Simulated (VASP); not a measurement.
# AlP (F-43m) in VASP: further runs

One crystal, AlP, is run at these levels: PBEsol, HSE06; tasks: relaxation of cell and atoms.

Program: VASP 6.6.1. These are calculated values, not measurements. Logs are shortened: lines on timing, memory, paths and dates and some standing lists are left out, and cuts for length are marked.

## Step 1: The structure

The structure is cubic, space group F-43m (No. 216). Conventional cell: a = 5.451 Å, b = 5.451 Å, c = 5.451 Å, α = 90.00°, β = 90.00°, γ = 90.00°. Around Al (site symmetry -43m) lie 4 P at 2.36 Å. P (site symmetry -43m) has 4 Al at 2.36 Å as nearest neighbours.

## Step 2: Relaxation of cell and atoms, PBEsol

Contents of INCAR:

```
SYSTEM = AlP
PREC = Accurate ; ENCUT = 600
EDIFF = 1E-6 ; ISMEAR = 0
SIGMA = 0.03 ; LREAL = .False.
LASPH = .True. ; NELM = 80
ALGO = Normal ; ISIF = 3
LWAVE = .False. ; LCHARG = .False.
GGA = PS ; IBRION = 2
NSW = 90 ; EDIFFG = -0.01
KPAR = 4
```

Contents of KPOINTS:

```
regular mesh
0
Gamma
  8 8 8
  0 0 0
```

Contents of POSCAR:

```
AlP
1.0
    0.0000000000      2.7255000000      2.7255000000
    2.7255000000      0.0000000000      2.7255000000
    2.7255000000      2.7255000000      0.0000000000
Al P
1 1
Direct
    0.0000000000      0.0000000000      0.0000000000
    0.2500000000      0.2500000000      0.2500000000
```

Potentials or basis: VASP PAW PBE potentials, release 64 (Al, P).

Run with:

```sh
> cat potpaw_PBE.64/Al/POTCAR potpaw_PBE.64/P/POTCAR > POTCAR
> mpirun -np 4 vasp_std > vasp.out
```

OUTCAR:

```text
SYSTEM = AlP
   PREC = Accurate
   ENCUT = 600
   EDIFF = 1E-6
   ISMEAR = 0
   LREAL = .False.
   LASPH = .True.
   NELM = 80
   ISIF = 3
   GGA = PS
   IBRION = 2
   NSW = 90
   EDIFFG = -0.01

 ion  position               nearest neighbor table
   1  0.000  0.000  0.000-   2 2.36   2 2.36   2 2.36   2 2.36
   2  0.250  0.250  0.250-   1 2.36   1 2.36   1 2.36   1 2.36

  LATTYP: Found a face centered cubic cell.
 ALAT       =     5.4510000000

  Lattice vectors:

 A1 = (   0.0000000000,   2.7255000000,   2.7255000000)
 A2 = (   2.7255000000,   0.0000000000,   2.7255000000)
 A3 = (   2.7255000000,   2.7255000000,   0.0000000000)

Analysis of symmetry for initial positions (statically):
=====================================================================
 Subroutine PRICEL returns:
 Original cell was already a primitive cell.

 Routine SETGRP: Setting up the symmetry group for a
 face centered cubic supercell.

 Subroutine GETGRP returns: Found 24 space group operations
 (whereof 24 operations were pure point group operations)
 out of a pool of 48 trial point group operations.

The static configuration has the point symmetry T_d .

Analysis of symmetry for dynamics (positions and initial velocities):
=====================================================================
 Subroutine PRICEL returns:
 Original cell was already a primitive cell.

 Routine SETGRP: Setting up the symmetry group for a
 face centered cubic supercell.

 Subroutine GETGRP returns: Found 24 space group operations
 (whereof 24 operations were pure point group operations)
 out of a pool of 48 trial point group operations.

The dynamic configuration has the point symmetry T_d .

 Subroutine INISYM returns: Found 24 space group operations
 (whereof 24 operations are pure point group operations),
 and found     1 'primitive' translations

----------------------------------------------------------------------------------------

                                     Primitive cell

  volume of cell :      40.4919

  direct lattice vectors                    reciprocal lattice vectors
     0.000000000  2.725500000  2.725500000    -0.183452578  0.183452578  0.183452578
     2.725500000  0.000000000  2.725500000     0.183452578 -0.183452578  0.183452578
     2.725500000  2.725500000  0.000000000     0.183452578  0.183452578 -0.183452578

  length of vectors
     3.854439064  3.854439064  3.854439064     0.317749185  0.317749185  0.317749185

  position of ions in fractional coordinates (direct lattice)
     0.000000000  0.000000000  0.000000000
     0.250000000  0.250000000  0.250000000

  ion indices of the primitive-cell ions
   primitive index   ion index
                 1           1
                 2           2

----------------------------------------------------------------------------------------

 KPOINTS: regular mesh

Automatic generation of k-mesh.
 Grid dimensions read from file:
 generate k-points for:    8    8    8

 Generating k-lattice:

  Cartesian coordinates                     Fractional coordinates (reciprocal lattice)
    -0.022931572  0.022931572  0.022931572     0.125000000  0.000000000  0.000000000
     0.022931572 -0.022931572  0.022931572     0.000000000  0.125000000  0.000000000
     0.022931572  0.022931572 -0.022931572     0.000000000  0.000000000  0.125000000

  Length of vectors
     0.039718648  0.039718648  0.039718648

  Shift w.r.t. Gamma in fractional coordinates (k-lattice)
     0.000000000  0.000000000  0.000000000

 Subroutine IBZKPT returns following result:
 ===========================================

 Found     29 irreducible k-points:

 Following reciprocal coordinates:
            Coordinates               Weight
  0.000000  0.000000  0.000000      1.000000
  0.125000  0.000000  0.000000      8.000000
  0.250000  0.000000  0.000000      8.000000
  0.375000  0.000000  0.000000      8.000000
  0.500000  0.000000  0.000000      4.000000
  0.125000  0.125000  0.000000      6.000000
[... 16 lines left out ...]
  0.500000  0.250000  0.125000     48.000000
 -0.375000  0.250000  0.125000     24.000000
 [... further k-points ...]
   k-points           NKPTS =     29   k-points in BZ     NKDIM =     29   number of bands    NBANDS=      8
   number of dos      NEDOS =    301   number of ions     NIONS =      2
   total plane-waves  NPLWV =  32768
   dimension x,y,z NGX =    32 NGY =   32 NGZ =   32
   dimension x,y,z NGXF=    64 NGYF=   64 NGZF=   64
   ions per type =               1   1
   NGX,Y,Z   is equivalent  to a cutoff of  13.80, 13.80, 13.80 a.u.
   NGXF,Y,Z  is equivalent  to a cutoff of  27.60, 27.60, 27.60 a.u.
 SYSTEM =  AlP
   PREC   = accura    normal or accurate (medium, high low for compatibility)
   ISTART =      0    job   : 0-new  1-cont  2-samecut
   ICHARG =      2    charge: 1-file 2-atom 10-const
   ISPIN  =      1    spin polarized calculation?
   LNONCOLLINEAR =      F non collinear calculations
[... 60 lines left out ...]
  --------------------------------------------------------------------------------------
  -------------------------------------------------------------------------------------
  Total        0.2526083      0.2526083      0.2526083     -0.0000000      0.0000000     -0.0000000
  in kB        9.9951583      9.9951583      9.9951583     -0.0000000      0.0000000     -0.0000000
  external PRESSURE =       9.9951583 kB  Pullay stress =       0.0000000 kB

 VOLUME and BASIS-vectors are now :
 -----------------------------------------------------------------------------
  energy-cutoff  :      600.00
  volume of cell :       40.49
      direct lattice vectors                 reciprocal lattice vectors
     0.000000000  2.725500000  2.725500000    -0.183452578  0.183452578  0.183452578
     2.725500000  0.000000000  2.725500000     0.183452578 -0.183452578  0.183452578
     2.725500000  2.725500000  0.000000000     0.183452578  0.183452578 -0.183452578
[... 37 lines left out ...]
 POSITION                                       TOTAL-FORCE (eV/Angst)
 -----------------------------------------------------------------------------------
      5.48421      5.48421      5.48421        -0.000000     -0.000000      0.000000
      1.37105      1.37105      1.37105         0.000000      0.000000     -0.000000
 -----------------------------------------------------------------------------------
    total drift:                               -0.000000     -0.000000     -0.000000

  FREE ENERGIE OF THE ION-ELECTRON SYSTEM (eV)
  ---------------------------------------------------
  free  energy   TOTEN  =       -10.9949392031 eV

  energy  without entropy=      -10.9949392031  energy(sigma->0) =      -10.99493920

--------------------------------------- Ionic step        3  -------------------------------------------

 number of electron       8.0000000 magnetization

 Free energy of the ion-electron system (eV)
  ---------------------------------------------------
  ext. energy  EPLUGINS =         0.00000000
  ---------------------------------------------------
  free energy    TOTEN  =       -10.99548267 eV

  energy without entropy =      -10.99548267  energy(sigma->0) =      -10.99548267

 E-fermi :   4.6236     XC(G=0):  -9.3409

 val. band max:        4.4778618743   @ k =   0.0000   0.0000   0.0000
 cond. band min:       5.9286929276   @ k =   0.5000   0.5000   0.0000
 fundamental gap:      1.4508310533
 Fermi energy:         4.6235539428

 k-point     1 :       0.0000    0.0000    0.0000
  band No.  band energies     occupation
      1      -7.0136      2.00000
      2       4.4779      2.00000
      3       4.4779      2.00000
      4       4.4779      2.00000
      5       7.6288      0.00000
      6       8.9814      0.00000
      7       8.9814      0.00000
      8       8.9814      0.00000

 k-point     2 :       0.1250    0.0000    0.0000
  band No.  band energies     occupation
      1      -6.8413      2.00000
      2       3.2382      2.00000
      3       4.3290      2.00000
      4       4.3290      2.00000
      5       8.0727      0.00000
      6       9.2648      0.00000
      7       9.2648      0.00000
      8       9.4784      0.00000
[... 221 lines left out ...]
 k-point    23 :       0.5000    0.2500    0.1250
  band No.  band energies     occupation
      1      -5.3461      2.00000
      2      -0.1488      2.00000
      3       1.9970      2.00000
      4       3.1721      2.00000
      5       8.3390      0.00000
      6       9.1810      0.00000
      7      10.4284      0.00000
      8      11.5082      0.00000

 k-point    24 :      -0.3750    0.2500    0.1250
  band No.  band energies     occupation
      1      -5.0175      2.00000
      2      -0.7104      2.00000
      3       1.8622      2.00000
      4       2.9833      2.00000
      5       8.3362      0.00000
      6       8.9121      0.00000
      7      11.2957      0.00000
      8      12.0871      0.00000

 [... further k-points ...]

------------------------ aborting loop because EDIFF is reached ----------------------------------------

  FORCE on cell =-STRESS in cart. coord.  units (eV):
  Direction    XX          YY          ZZ          XY          YZ          ZX
  --------------------------------------------------------------------------------------
  -------------------------------------------------------------------------------------
  Total        0.0010686      0.0010686      0.0010686      0.0000000      0.0000000     -0.0000000
  in kB        0.0418111      0.0418111      0.0418111      0.0000000      0.0000000     -0.0000000
  external PRESSURE =       0.0418111 kB  Pullay stress =       0.0000000 kB

 VOLUME and BASIS-vectors are now :
 -----------------------------------------------------------------------------
  energy-cutoff  :      600.00
  volume of cell :       40.95
      direct lattice vectors                 reciprocal lattice vectors
     0.000000000  2.735703104  2.735703104    -0.182768371  0.182768371  0.182768371
     2.735703104  0.000000000  2.735703104     0.182768371 -0.182768371  0.182768371
     2.735703104  2.735703104  0.000000000     0.182768371  0.182768371 -0.182768371

 POSITION                                       TOTAL-FORCE (eV/Angst)
 -----------------------------------------------------------------------------------
      0.00000      0.00000      0.00000        -0.000000     -0.000000     -0.000000
      1.36785      1.36785      1.36785         0.000000      0.000000      0.000000
 -----------------------------------------------------------------------------------
    total drift:                               -0.000000     -0.000000     -0.000000

  FREE ENERGIE OF THE ION-ELECTRON SYSTEM (eV)
  ---------------------------------------------------
  free  energy   TOTEN  =       -10.9954826746 eV

  energy  without entropy=      -10.9954826746  energy(sigma->0) =      -10.99548267

 reached required accuracy - stopping structural energy minimisation
```

Run time: 16 s. Hardware: 4 MPI ranks of AMD EPYC 7R43 (Zen 3), shared host; peak memory 0.14 GiB.

What came out:

| Property | Result |
| --- | --- |
| Free energy | -10.9955 eV |
| Relaxed volume | 20.47 Å³/atom |
| Relaxed cell | a = 3.869 Å, b = 3.869 Å, c = 3.869 Å, α = 60.00°, β = 60.00°, γ = 60.00° |
| Space group after relaxing (to 0.05 Å) | F-43m (No. 216) |
| Energy gained by relaxing | 0.7 meV/atom |
| Ionic steps | 3 |
| Pressure after relaxing | 0.0 GPa |
| Band gap on the k mesh | 1.45 eV, indirect (least direct gap 3.15 eV) |

The path:
| step | energy change (eV) | largest force (eV/Å) | pressure (GPa) | volume (Å³) |
| --- | --- | --- | --- | --- |
| 1 | 0.0000 | 0.0000 | 1.00 | 40.49 |
| 2 | -0.0009 | 0.0000 | -0.60 | 41.24 |
| 3 | -0.0014 | 0.0000 | 0.00 | 40.95 |

Final structure:
```
Al P
1.0
     0.00000    2.73570    2.73570
     2.73570    0.00000    2.73570
     2.73570    2.73570    0.00000
Al P
1 1
Cartesian
  0.0000 0.0000 0.0000
  1.3679 1.3679 1.3679
```

Caveat: the PAW data sets were made with another functional, which shifts forces and pressure a little.

## Step 3: Relaxation of cell and atoms, HSE06

This run uses another cell than the first one, of 20.47 Å³/atom, 1.011 times its volume.

Contents of POSCAR:

```
AlP                                     
1.0
    0.0000000000      2.7357031040      2.7357031040
    2.7357031040      0.0000000000      2.7357031040
    2.7357031040      2.7357031040      0.0000000000
  Al              P             
     1     1
Direct
     0.0000000000000000    0.0000000000000000    0.0000000000000000
     0.2500000000000000    0.2500000000000000    0.2500000000000000
```

Contents of INCAR.step1:

```
SYSTEM = AlP
PREC = Accurate ; ENCUT = 520
EDIFF = 1E-5 ; ISMEAR = 0
SIGMA = 0.03 ; LREAL = .False.
LASPH = .True. ; NELM = 80
ALGO = Normal ; LWAVE = .True.
LCHARG = .False. ; KPAR = 4
GGA = PE
```

Contents of INCAR.step2:

```
SYSTEM = AlP
PREC = Accurate ; ENCUT = 520
EDIFF = 1E-6 ; ISMEAR = 0
SIGMA = 0.03 ; LREAL = .False.
LASPH = .True. ; NELM = 80
ALGO = Normal ; ISIF = 3
LWAVE = .False. ; LCHARG = .False.
GGA = PE ; LHFCALC = .True.
HFSCREEN = 0.2 ; PRECFOCK = Fast
IBRION = 2 ; NSW = 25
EDIFFG = -0.01 ; KPAR = 4
ISTART = 1
```

Contents of KPOINTS:

```
regular mesh
0
Gamma
  6 6 6
  0 0 0
```

Potentials or basis: VASP PAW PBE potentials, release 64 (Al, P).

Run with:

```sh
> cat potpaw_PBE.64/Al/POTCAR potpaw_PBE.64/P/POTCAR > POTCAR
> cp INCAR.step1 INCAR
> mpirun -np 4 vasp_std > vasp.out
> cp INCAR.step2 INCAR
> mpirun -np 4 vasp_std > vasp.out
```

Wall time 1.7 min (4 MPI ranks of AMD EPYC 7R43 (Zen 3), shared host); peak memory 0.23 GiB.

It converged, with:

| Item | Value |
| --- | --- |
| Free energy | -12.0296 eV |
| Pressure after relaxing | 0.0 GPa |
| Band gap on the k mesh | 2.30 eV, indirect (least direct gap 4.19 eV) |

Final structure:
```xyz
2
Lattice="0.0000 2.7357 2.7357 2.7357 0.0000 2.7357 2.7357 2.7357 0.0000" Properties=species:S:1:pos:R:3 pbc="T T T"
Al    0.0000    0.0000    0.0000
P     1.3679    1.3679    1.3679
```

Levels at points of the mesh, in eV from the valence-band top:
| k point | band 1 | band 2 | band 3 | band 4 | band 5 | band 6 | band 7 | band 8 |
| --- | --- | --- | --- | --- | --- | --- | --- | --- |
| (0.00, 0.00, 0.00) | -12.74 | 0.00 | 0.00 | 0.00 | 4.19 | 5.50 | 5.50 | 5.50 |
| (0.50, 0.00, 0.00) | -10.89 | -6.08 | -0.84 | -0.84 | 3.65 | 5.77 | 5.77 | 9.30 |
| (0.50, 0.50, 0.00) | -10.16 | -5.85 | -2.31 | -2.31 | 2.30 | 3.25 | 12.44 | 12.44 |

Caveat: the relaxation stopped at its first step, so nothing moved; the PAW data sets were made with another functional, which shifts forces and pressure a little. A k mesh can miss the band edges.

## Step 4: Relaxation of cell and atoms, PBEsol

Contents of INCAR:

```
ALGO = Normal
EDIFF = 1E-6
EDIFFG = -0.01
ENCUT = 600
GGA = PS
IBRION = 2
ISIF = 3
ISMEAR = 0
LASPH = T
LCHARG = F
LREAL = F
LWAVE = F
NELM = 80
NSW = 90
PREC = Accurate
SIGMA = 0.03
```

Contents of KPOINTS:

```
k-points
0
Gamma
  8 8 8
```

Contents of POSCAR:

```
AlP
1.0
    0.0000000000      2.7255000000      2.7255000000
    2.7255000000      0.0000000000      2.7255000000
    2.7255000000      2.7255000000      0.0000000000
Al P
1 1
Direct
    0.0000000000      0.0000000000      0.0000000000
    0.2500000000      0.2500000000      0.2500000000
```

Run with:

```sh
> cat potpaw_PBE.64/Al/POTCAR potpaw_PBE.64/P/POTCAR > POTCAR
> mpirun -np 1 vasp_std > vasp.out
```

It took 14 s on 1 thread of Intel Xeon Platinum 8488C (Sapphire Rapids), shared host; peak memory 0.17 GiB.

Results (log left out):

```yaml
Free_energy: -10.9955 eV
Relaxed_volume: 20.47 Å³/atom
Relaxed_cell: a = 3.869 Å, b = 3.869 Å, c = 3.869 Å, α = 60.00°, β = 60.00°, γ = 60.00°
Space_group_after_relaxing_to_0.05_Å: F-43m (No. 216)
Energy_gained_by_relaxing: 0.7 meV/atom
Ionic_steps: 3
Pressure_after_relaxing: 0.0 GPa
Band_gap_on_the_k_mesh: 1.45 eV, indirect (least direct gap 3.15 eV)
```

The path:
| step | energy change (eV) | largest force (eV/Å) | pressure (GPa) | volume (Å³) |
| --- | --- | --- | --- | --- |
| 1 | 0.0000 | 0.0000 | 1.00 | 40.49 |
| 2 | -0.0009 | 0.0000 | -0.60 | 41.24 |
| 3 | -0.0014 | 0.0000 | 0.00 | 40.95 |

Final structure:
```
Al P
1.0
     0.00000    2.73570    2.73570
     2.73570    0.00000    2.73570
     2.73570    2.73570    0.00000
Al P
1 1
Direct
  0.00000 0.00000 0.00000
  0.25000 0.25000 0.25000
```

Levels at points of the mesh, in eV from the valence-band top:
```
           k point  band 1  band 2  band 3  band 4  band 5  band 6  band 7  band 8
(0.00, 0.00, 0.00)  -11.49    0.00    0.00    0.00    3.15    4.50    4.50    4.50
(0.50, 0.00, 0.00)   -9.81   -5.55   -0.76   -0.76    2.71    4.75    4.75    8.06
(0.50, 0.50, 0.00)   -9.15   -5.32   -2.11   -2.11    1.45    2.37   10.94   10.94
```

Caveat: the PAW data sets were made with another functional, which shifts forces and pressure a little. As with any semilocal functional, this PBEsol gap is likely too small.

## Step 5: Relaxation of cell and atoms, PBEsol

This run uses another cell than the first one, of 20.47 Å³/atom, 1.011 times its volume.

INCAR, as its differences from that of step 4:

```diff
@@ -1,4 +1,4 @@
 ALGO = Normal
-EDIFF = 1E-6
-EDIFFG = -0.01
+EDIFF = 1E-7
+EDIFFG = -0.005
 ENCUT = 600
```

KPOINTS is that of step 4.

Contents of POSCAR:

```
AlP                                     
1.0
    0.0000000000      2.7357031041      2.7357031041
    2.7357031041     -0.0000000000      2.7357031041
    2.7357031041      2.7357031041      0.0000000000
  Al              P             
     1     1
Direct
     0.0000000000000000    0.0000000000000000    0.0000000000000000
     0.2500000000000000    0.2500000000000000    0.2500000000000000
```

Run with:

```sh
> cat potpaw_PBE.64/Al/POTCAR potpaw_PBE.64/P/POTCAR > POTCAR
> mpirun -np 1 vasp_std > vasp.out
```

It took 7.3 s on 1 thread of Intel Xeon Platinum 8488C (Sapphire Rapids), shared host; peak memory 0.17 GiB.

The run converged. Its results:

```yaml
Free_energy: -10.9955 eV
Pressure_after_relaxing: 0.0 GPa
Band_gap_on_the_k_mesh: 1.45 eV, indirect (least direct gap 3.15 eV)
```

Final structure:
```yaml
crystal:
  lattice:
    - [0.00000, 2.73570, 2.73570]
    - [2.73570, 0.00000, 2.73570]
    - [2.73570, 2.73570, 0.00000]
  atoms:
    - { symbol: Al, position: [0.00000, 0.00000, 0.00000] }
    - { symbol: P, position: [0.25000, 0.25000, 0.25000] }
```

Levels at points of the mesh, in eV from the valence-band top:
```tsv
k point	band 2	band 3	band 4	band 5	band 6	band 7
(0.00, 0.00, 0.00)	0.00	0.00	0.00	3.15	4.50	4.50
(0.50, 0.00, 0.00)	-5.55	-0.76	-0.76	2.71	4.75	4.75
(0.50, 0.50, 0.00)	-5.32	-2.11	-2.11	1.45	2.37	10.94
```

Caveat: the relaxation stopped at its first step, so nothing moved; the PAW data sets were made with another functional, which shifts forces and pressure a little.
